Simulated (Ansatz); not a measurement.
# Ag in Ansatz: the effect of functional

Crystal: Ag.

```xyz
1
Lattice="-1.6104 1.6535 1.6182 1.6593 -1.6605 1.6741 1.6393 1.6895 -1.6252" Properties=species:S:1:pos:R:3 pbc="T T T"
Ag    0.0000    0.0000    0.0000
```

This isn't the form of Ag at room conditions, which is fcc.

The cell isn't the ideal one: cell sheared at random, sigma 0.01, atoms nudged by 0.01 Å.

Alike in all runs:

| Quantity | Value |
| --- | --- |
| Program | Ansatz 0.2.0 |
| Task | band structure |
| Potentials or basis | Ansatz PAW |
| k mesh | 6 × 6 × 6 |
| Occupations | fermi-dirac, width 0.05 eV |
| Spin | no spin polarisation |

Q: One run gave: pressure -3.0 GPa. Which functional did it use?
A. PBEsol
B. r2SCAN
C. LDA

A: B.

```tsv
functional	cutoff	pressure (GPa)
LDA	420 eV (not typed: the program's choice for these potentials)	-11.1
PBEsol	420 eV (not typed: the program's choice for these potentials)	-6.9
r2SCAN	500 eV (not typed: the program's choice for these potentials)	-3.0
```

Caveats: all runs use coarse meshes; the PAW data sets come from PBE, with cores solved anew for the run's functional, which leaves a small shift of forces and pressure.
